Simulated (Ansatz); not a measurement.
Fe:

```xyz
1
Lattice="0.0000 1.9417 1.9651 1.4984 0.0000 1.9651 1.4984 1.9417 0.0000" Properties=species:S:1:pos:R:3 pbc="T T T"
Fe    0.0000    0.0000    0.0000
```

Program: Ansatz 0.2.0. Alike in all runs: task band structure; potentials or basis Ansatz PAW; spin collinear, ferromagnetic start; cell as given; k mesh 13 × 13 × 13; cutoff (eV) 420; smearing fermi-dirac 0.05 eV.

Problem. Order these runs on this cell by their pressure, lowest first.
A. level RPBE
B. level revPBE
C. level PBEsol

Solution. C (-10.4 GPa), B (3.4 GPa), A (5.1 GPa).

Caveats: the PAW data sets come from PBE, with cores solved anew for the run's functional, which leaves a small shift of forces and pressure.
